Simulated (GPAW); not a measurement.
# Sn (Fd-3m) in GPAW: convergence with plane-wave cutoff (eV), part 2 of 2

GPAW 26.7.0.

### 7 With plane-wave cutoff (eV) 600

File run.py:

```python
import json
import numpy as np
import spglib
from ase import Atoms
from ase.calculators.mixing import SumCalculator
from ase.constraints import FixSymmetry
from ase.filters import FrechetCellFilter
from ase.io import read, write
from ase.optimize import BFGS
from ase.stress import full_3x3_to_voigt_6_stress, voigt_6_to_full_3x3_strain, voigt_6_to_full_3x3_stress
from ase.units import GPa
from dftd3.ase import DFTD3
from gpaw import GPAW, PW, setup_paths

setup_paths.insert(0, '.')

atoms = read('Sn.cif')
cell, positions, numbers = spglib.find_primitive(
    (atoms.cell[:], atoms.get_scaled_positions(), atoms.numbers), symprec=1e-4)
atoms = Atoms(numbers, cell=cell, scaled_positions=positions, pbc=True)

calc = GPAW(mode=PW(600),
            xc='PBEsol',
            kpts={'size': (5, 5, 5), 'gamma': True},
            occupations={'name': 'fermi-dirac', 'width': 0.05},
            nbands=24,
            convergence={'density': 1e-06, 'eigenstates': 1e-09},
            maxiter=150,
            symmetry={'tolerance': 0.001},
            txt='gpaw.txt')
atoms.calc = SumCalculator([calc, DFTD3(method='pbesol', damping='d3zero')])
atoms.set_constraint(FixSymmetry(atoms))
BFGS(FrechetCellFilter(atoms), trajectory='relax.traj', logfile='-').run(fmax=0.005, steps=40)
atoms.set_constraint()
energy = atoms.get_potential_energy()
forces = atoms.get_forces()
stress = atoms.get_stress()
calc.write('gs.gpw')
write('result.traj', atoms)
print('Cell:', atoms.cell.cellpar().round(4))
print(atoms.get_scaled_positions().round(5))

gpts = tuple(int(n) for n in calc.get_number_of_grid_points())
cell = atoms.cell[:].T
dataset = spglib.get_symmetry((atoms.cell[:], atoms.get_scaled_positions(), atoms.numbers), symprec=1e-4)
rotations = [cell @ w @ np.linalg.inv(cell) for w in dataset['rotations']]
strains, clamped, relaxed = [], [], []
for v in [0, 3]:
    for e in (-0.005, 0.005):
        voigt = np.zeros(6)
        voigt[v] = e
        F = voigt_6_to_full_3x3_strain(voigt)
        a = atoms.copy()
        a.set_cell(atoms.cell[:] @ F, scale_atoms=True)
        c = GPAW(mode=PW(600),
                 xc='PBEsol',
                 kpts={'size': (5, 5, 5), 'gamma': True},
                 occupations={'name': 'fermi-dirac', 'width': 0.05},
                 nbands=24,
                 convergence={'density': 1e-06, 'eigenstates': 1e-09},
                 maxiter=150,
                 symmetry={'tolerance': 0.001},
                 gpts=gpts,
                 txt=f'strain-{v}{e:+.3f}.txt')
        a.calc = SumCalculator([c, DFTD3(method='pbesol', damping='d3zero')])
        s0 = s1 = a.get_stress() - stress
        BFGS(a, logfile=None).run(fmax=0.003, steps=25)
        s1 = a.get_stress() - stress
        print(v, e, 'clamped', (s0 / GPa).round(3), 'relaxed', (s1 / GPa).round(3), flush=True)
        for R in rotations:  # images under the point group
            eps = R @ (F - np.eye(3)) @ R.T
            strains.append(full_3x3_to_voigt_6_stress(eps) * [1, 1, 1, 2, 2, 2])
            for s, rows in ((s0, clamped), (s1, relaxed)):
                rows.append(full_3x3_to_voigt_6_stress(R @ voigt_6_to_full_3x3_stress(s) @ R.T))

C0, C = (np.linalg.lstsq(np.array(strains), np.array(s), rcond=None)[0].T / GPa for s in (clamped, relaxed))
print('Clamped-ion Cij (GPa):')
print(C0.round(1))
print('Relaxed-ion Cij (GPa):')
print(C.round(1))
json.dump({'clamped': C0.tolist(), 'relaxed': C.tolist()}, open('elastic.json', 'w'))
```

Sn.cif is that of step 6.

Command:

```bash
$ gpaw-setup -f PBEsol Sn
$ OMP_NUM_THREADS=1 python run.py
```

It took 3.4 min on 1 thread of Arm Neoverse V2, shared host; peak memory 0.31 GiB.

The run converged. Its results:

```
Free energy                                  : -9.1192 eV
Relaxed volume                               : 34.40 Å³/atom
Relaxed cell                                 : a = 4.599 Å, b = 4.599 Å, c = 4.599 Å, α = 60.00°, β = 60.00°, γ = 60.00°
Space group after relaxing (to 0.05 Å)       : Fd-3m (No. 227)
Pressure after relaxing                      : 0.0 GPa
Band gap on the k mesh                       : none (metal or under the smearing width)
Elastic constants C11, C12, C44              : 66, 34, 11 GPa
Voigt bulk modulus                           : 45 GPa
Bulk modulus (Hill)                          : 45 GPa
Shear modulus (Hill)                         : 13 GPa
Young's modulus                              : 35 GPa
Poisson's ratio (from the elastic constants) : 0.37
Dispersion energy per atom                   : -0.152 eV
```

### 8 With plane-wave cutoff (eV) 720

Changes to run.py since step 7:

```diff
@@ -21,3 +21,3 @@
 
-calc = GPAW(mode=PW(600),
+calc = GPAW(mode=PW(720),
             xc='PBEsol',
@@ -54,3 +54,3 @@
         a.set_cell(atoms.cell[:] @ F, scale_atoms=True)
-        c = GPAW(mode=PW(600),
+        c = GPAW(mode=PW(720),
                  xc='PBEsol',
```

Sn.cif is that of step 7.

Command:

```bash
$ gpaw-setup -f PBEsol Sn
$ OMP_NUM_THREADS=1 python run.py
```

Wall time 4.5 min (1 thread of Arm Neoverse V2, shared host); peak memory 0.37 GiB.

It converged, with:

- Free energy: -9.1195 eV
- Relaxed volume: 34.41 Å³/atom
- Relaxed cell: a = 4.600 Å, b = 4.600 Å, c = 4.600 Å, α = 60.00°, β = 60.00°, γ = 60.00°
- Space group after relaxing (to 0.05 Å): Fd-3m (No. 227)
- Pressure after relaxing: 0.0 GPa
- Band gap on the k mesh: none (metal or under the smearing width)
- Elastic constants C11, C12, C44: 66, 34, 11 GPa
- Voigt bulk modulus: 45 GPa
- Bulk modulus (Hill): 45 GPa
- Shear modulus (Hill): 13 GPa
- Young's modulus: 35 GPa
- Poisson's ratio (from the elastic constants): 0.37
- Dispersion energy per atom: -0.152 eV

### 9 Result

```
plane-wave cutoff (eV)  energy less the tightest run, at zero smearing (meV/atom)  SCF cycles  CPU time (s)  peak memory (GiB)
                   240                                                     798.71          10            69               0.18
                   300                                                     628.72          11            76               0.19
                   370                                                     262.40          10            82               0.23
                   450                                                      45.43          10           140               0.24
                   530                                                       3.97          11           140               0.31
                   600                                                       0.17          11           200               0.31
                   720                                                       0.00          11           270               0.37
```

Against the tightest run, the energy stays within 1 meV/atom from 600 on. The tightest run that finished is the yardstick and may itself not be fully converged.

Caveats: the density grid can change from cell to cell, which puts small steps into energies and stress; elastic constants of metals need much finer meshes, so these are rough; pairwise dispersion overbinds metals, which lowers pressure and volume.
